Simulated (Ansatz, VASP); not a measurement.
**KMgF3: VASP beside Ansatz**

The input POSCAR:

```
KMgF3
1.0
    3.8210289988      0.0000000000      0.0000000000
    0.0000000000      3.8210289988      0.0000000000
    0.0000000000      0.0000000000      3.8210289988
K Mg F
1 1 3
Direct
    0.0000000000      0.0000000000      0.0000000000
    0.5000000000      0.5000000000      0.5000000000
    0.5000000000      0.5000000000      0.0000000000
    0.5000000000      0.0000000000      0.5000000000
    0.0000000000      0.5000000000      0.5000000000
```

The input INCAR.step1:

```
SYSTEM = KMgF3
ALGO = Normal
EDIFF = 1E-4
ENCUT = 520
GGA = PE
ISMEAR = 0
LASPH = .True.
LCHARG = .False.
LREAL = .False.
LWAVE = .True.
NBANDS = 24
NELM = 60
PREC = Accurate
SIGMA = 0.01
```

Contents of INCAR.step2:

```
SYSTEM = KMgF3
ALGO = Normal
EDIFF = 1E-6
ENCUT = 520
ISIF = 2
ISMEAR = 0
ISTART = 1
LASPH = .True.
LCHARG = .False.
LMIXTAU = .True.
LREAL = .False.
LWAVE = .False.
METAGGA = R2SCAN
NBANDS = 24
NELM = 60
PREC = Accurate
SIGMA = 0.01
```

Contents of KPOINTS:

```
k-points
0
Gamma
  6 6 6
  0 0 0
```

Input for Ansatz:

```yaml
crystal:
  lattice:
    - [3.8210289988, 0.0, 0.0]
    - [0.0, 3.8210289988, 0.0]
    - [0.0, 0.0, 3.8210289988]
  atoms:
    - { symbol: K, position: [0.0, 0.0, 0.0] }
    - { symbol: Mg, position: [0.5, 0.5, 0.5] }
    - { symbol: F, position: [0.5, 0.5, 0.0] }
    - { symbol: F, position: [0.5, 0.0, 0.5] }
    - { symbol: F, position: [0.0, 0.5, 0.5] }
kpoints:
  mp_grid: { grid: [6, 6, 6] }
  band_path:
    path:
      - [0.0, 0.0, 0.0]
      - [0.0, 0.5, 0.0]
      - [0.5, 0.5, 0.0]
      - [0.5, 0.5, 0.5]
      - [0.494792, -0.5, -0.5]
    npoints: 1
hamiltonian:
  xc: r2scan
scf:
  occupations: { method: fixed }
  n_extra_bands: 5
output:
  forces: true
  stress: true
  eigenvalues: true
```

Change from the starting cell: hydrostatic strain -4.0%.

Alike in both runs: task single point; functional r2SCAN; k mesh 6 × 6 × 6; no spin polarisation.

|  | VASP | Ansatz |
| --- | --- | --- |
| version | VASP 6.6.1 | Ansatz 0.2.0 |
| potentials or method | VASP PAW PBE potentials, release 64 (K_sv, Mg, F) | plane waves, PAW |
| plane-wave cutoff (eV) | 520 | 500 |
| occupations | gaussian, width 0.01 eV | fixed |
| valence electrons in the cell | 32 | 40 |

VASP gave:

- gap on the k mesh at the Fermi level (eV): 9.33
- pressure (GPa): 12.1

Which values does Ansatz return?

gap on the k mesh at the Fermi level (eV): 9.35; pressure (GPa): 12.6.

The two sets of potentials don't hold the same shells in valence.

Caveats: the PAW data sets were made with another functional, which shifts forces and pressure a little (VASP). A k mesh can miss the band edges.
